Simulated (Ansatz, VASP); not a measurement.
# HfSi (wurtzite type (invented)): VASP beside Ansatz, part 2 of 2

One calculation is typed for both programs; each brings its own data sets. How far apart do they land? The cell is generated by rule, not measured, and may not be a known phase. Of the first pair: The two relaxations start from unlike cells of this crystal (the structure described is Ansatz's start), so only their ends are compared.

VASP 6.6.1 and Ansatz 0.2.0.

So far: Starting point; VASP: relaxation of cell and atoms, PBE, pair 1; Ansatz: relaxation of cell and atoms, PBE, pair 1; Differences.

### Step 5. VASP: relaxation of cell and atoms, PBE, pair 2

Level of this step: PBE; plane waves and PAW (Hf_pv, Si); invented cell (VASP).

The relaxed volume is the usual yardstick between codes: in a stiff, nearly cubic crystal its relative difference is about their pressure difference at one cell divided by the bulk modulus. Its start cell is another than that of the pair before, and may be another structure of the material.

INCAR

```
SYSTEM = HfSi
PREC = Accurate
ENCUT = 500
EDIFF = 1E-07
NELM = 120
ISMEAR = 0
SIGMA = 0.1
LREAL = .FALSE.
ALGO = Normal
GGA = PE
NBANDS = 20
LASPH = .TRUE.
LORBIT = 11
LWAVE = .FALSE.
LCHARG = .FALSE.
ISIF = 3
IBRION = 2
NSW = 80
EDIFFG = -0.005
GGA_COMPAT = .FALSE.
NELMIN = 4
KPAR = 2
```

POSCAR

```
HfSi
1.0
    4.5943780000      0.0000000000      0.0000000000
   -2.2971890000      3.9788480000      0.0000000000
    0.0000000000      0.0000000000      5.2536070000
Hf Si
2 2
Direct
    0.3333332914      0.6666665829      0.9375187371
    0.6666667086      0.3333334171      0.4375186420
    0.3333332914      0.6666665829      0.4374813343
    0.6666667086      0.3333334171      0.9374812391
```

KPOINTS

```
Automatic mesh
0
Gamma
12 12 8
0 0 0
```

The projector-augmented-wave data sets are Hf_pv and Si (PBE family, release 64).

Command:

```
> mpirun -np 2 vasp_std
```

Numbers of over 12 decimals in the logs are rounded to 6 here.

Output:

```text
[... set-up lines as in an earlier step ...]
 entering main loop
       N       E                     dE             d eps       ncg     rms          rms(c)
DAV:   1     0.856767943663E+02    0.85677E+02   -0.14105E+04  3904   0.121E+03
DAV:   2    -0.287229847862E+02   -0.11440E+03   -0.11056E+03  4748   0.263E+02
DAV:   3    -0.338153331052E+02   -0.50923E+01   -0.50394E+01  5204   0.386E+01
DAV:   4    -0.338915596160E+02   -0.76227E-01   -0.76110E-01  5168   0.553E+00
[...]
DAV:  13    -0.313133905544E+02   -0.28049E-05   -0.34790E-06  4576   0.931E-03    0.354E-03
DAV:  14    -0.313133908050E+02   -0.25056E-06   -0.22664E-07  4148   0.218E-03    0.131E-03
DAV:  15    -0.313133908173E+02   -0.12317E-07   -0.70521E-08  3128   0.124E-03
   1 F= -.31313391E+02 E0= -.31311813E+02  d E =-.313134E+02
[...]
N       E                     dE             d eps       ncg     rms          rms(c)
DAV:   1    -0.313153776182E+02   -0.19868E-02   -0.63857E-02  3820   0.170E+00    0.850E-01
[...]
DAV:   6    -0.313133329176E+02   -0.19535E-05   -0.30743E-06  4760   0.663E-03    0.184E-03
DAV:   7    -0.313133329146E+02    0.30457E-08   -0.19725E-07  3872   0.212E-03
   2 F= -.31313333E+02 E0= -.31311771E+02  d E =0.579027E-04
 trial-energy change:    0.000058  1 .order    0.000069   -0.000713    0.000851
 step:   0.4664(harm=  0.4560)  dis= 0.00004  next Energy=   -31.313558 (dE=-0.167E-03)
[...]
N       E                     dE             d eps       ncg     rms          rms(c)
DAV:   1    -0.313141528194E+02   -0.81990E-03   -0.18207E-02  3828   0.907E-01    0.456E-01
DAV:   2    -0.313137283649E+02    0.42445E-03   -0.98138E-04  3836   0.197E-01    0.966E-02
DAV:   3    -0.313135906660E+02    0.13770E-03   -0.28004E-04  4556   0.926E-02    0.402E-02
DAV:   4    -0.313135640668E+02    0.26599E-04   -0.39712E-05  4948   0.387E-02    0.331E-02
DAV:   5    -0.313135600670E+02    0.39998E-05   -0.47227E-06  4568   0.110E-02    0.180E-02
DAV:   6    -0.313135587864E+02    0.12806E-05   -0.88570E-07  4696   0.356E-03    0.987E-04
DAV:   7    -0.313135587808E+02    0.55475E-08   -0.50199E-08  2436   0.114E-03
   3 F= -.31313559E+02 E0= -.31311988E+02  d E =-.167964E-03
[...]
reached required accuracy - stopping structural energy minimisation
```

OUTCAR, selected parts (step 5):

```text
  Total       -0.0039335     -0.0039335      0.0083609      0.0000000      0.0000000      0.0000000
  in kB       -0.0657523     -0.0657523      0.1397613      0.0000000      0.0000000      0.0000000
  external PRESSURE =       0.0027522 kB  Pullay stress =       0.0000000 kB

 POSITION                                       TOTAL-FORCE (eV/Angst)
 -----------------------------------------------------------------------------------
     -0.00000      2.65160      4.91907        -0.000000      0.000000     -0.001096
      2.29635      1.32580      2.29560         0.000000     -0.000000     -0.001096
     -0.00000      2.65160      2.29549        -0.000000     -0.000000      0.001096
      2.29635      1.32580      4.91896        -0.000000      0.000000      0.001096
 -----------------------------------------------------------------------------------
    total drift:                               -0.000000     -0.000139      0.000003

  FREE ENERGIE OF THE ION-ELECTRON SYSTEM (eV)
  ---------------------------------------------------
  free  energy   TOTEN  =       -31.3135587808 eV

  energy  without entropy=      -31.3104172020  energy(sigma->0) =      -31.31198799

[... 1 part as in an earlier step ...]

[... 3 further parts left out ...]
[key lines of the parts left out:]
E-fermi :   3.8030
```

### Step 6. Ansatz: relaxation of cell and atoms, PBE, pair 2

The same cell, functional, mesh and smearing now go to Ansatz, which takes its cutoff from its data sets.

The cell is taken from a series of runs on this material, whose earlier steps may have relaxed, scaled, displaced or heated it; both programs get it as it stands.

input.yaml

```yaml
crystal:
  lattice:
    - [4.5943779776, -2.81e-07, 0.0]
    - [-2.2971887454, 3.9788481837, 0.0]
    - [0.0, 0.0, 5.2536068837]
  atoms:
    - { symbol: Hf, position: [0.3333333333, 0.6666666667, -0.0624813138] }
    - { symbol: Hf, position: [0.6666666667, 0.3333333333, 0.4375186862] }
    - { symbol: Si, position: [0.3333333333, 0.6666666667, 0.4374813138] }
    - { symbol: Si, position: [0.6666666667, 0.3333333333, 0.9374813138] }
kpoints:
  mp_grid: { grid: [12, 12, 8] }
hamiltonian:
  xc: pbe
scf:
  occupations: { method: gaussian, width: 0.1 }
output:
  forces: true
  stress: true
  eigenvalues: true
  write_density: true
  write_potential: true
  elf: true
  volumetric_format: npy
relax:
  adjacent_minimum: "off"
  f_tol: 0.005
  max_steps: 80
  cell: { stress_tol: 0.05 }
```

Command:

```
> ansatz run input.yaml --threads 2 --pin off --max-ram 5120MiB --backend cpu --events-out ev --progress --plain --runs-dir out
```

Output:

```text
[...]
Crystal: 4 atoms, lattice volume = 96.038 Å³
Basis set: ecut = 420 eV, 1907 PW (Γ), exchange–correlation on 64×64×72 points (8 copies of the dense FFT grid, shifted against one another)
Bands: 36, of which v1, the nominal top of the filled ones, is band 30 counted from 1 (29 counted from 0)
Symmetry: 12 space group operations
[...]
k-points: 95 of 1152 (time reversal used)
[...]
cell:  # Å, volume = 95.9489 Å³
    - [4.595171, -2.810755875773019e-7, 0]
    - [-2.297585, 3.979535, 0]
    - [0, -1.0657738429741856e-19, 5.246940]
  atoms:
    - { symbol: Hf, position: [0.333333, 0.666667, -0.062500] }
    - { symbol: Hf, position: [0.666667, 0.333333, 0.437500] }
    - { symbol: Si, position: [0.333333, 0.666667, 0.437500] }
    - { symbol: Si, position: [0.666667, 0.333333, 0.937500] }
[key lines of the parts left out:]
SCF converged after 6 iterations
Free energy (F): -32714.966328 eV
Fermi energy:    10.961838 eV
P = ⅓ Tr σ = -0.0019 GPa (-0.019 kbar)
```

### Step 7. Differences

What differs besides the data sets and the points named for the pairs above, as far as they apply: the data sets hold 60 valence electrons in Ansatz (on its default PAW (the set named soft_2) files) and 28 in VASP. Total energies have different zeros and are not compared.

The two programs side by side:

| quantity | Ansatz | VASP | difference |
| --- | --- | --- | --- |
| volume (Å³) | 95.95 | 95.85 | +0.11 % |
| edge a after relaxation, in the typed setting (Å) | 4.595 | 4.593 | +0.05 % |
| edge c after relaxation, in the typed setting (Å) | 5.247 | 5.247 | +0.00 % |

### Step 8. Summary of results

```yaml
difference_in_volume_relaxation_of_cell_and_atoms_pbe_pair_1: 0.13 %
difference_in_volume_relaxation_of_cell_and_atoms_pbe_pair_2: 0.11 %
```

In words: The difference in volume is 0.13 % (relaxation of cell and atoms, PBE, pair 1), within the 1.2 % picked in this series as the mark of a large difference, as far as the stopping tolerances let one tell. The data sets hold unlike numbers of valence electrons (60 in Ansatz and 28 in VASP), so part of the differences comes from the potentials. Such differences can come from data sets, numerical settings and the points named under the comparisons, not from the functional's error against experiment.

[Lines on the potential files, build, host, timing and source positions are cut from VASP's logs without a mark.]

[Logs are printed without paths, hosts, clocks, repeated set-up lines and the standing remarks that a program may print on its own settings, such as how far it seeks lower states.]

[Hosts, paths, dates, database ids (printed as entryN), source tags and the programs' standing remarks are cut or masked in the printed files.]
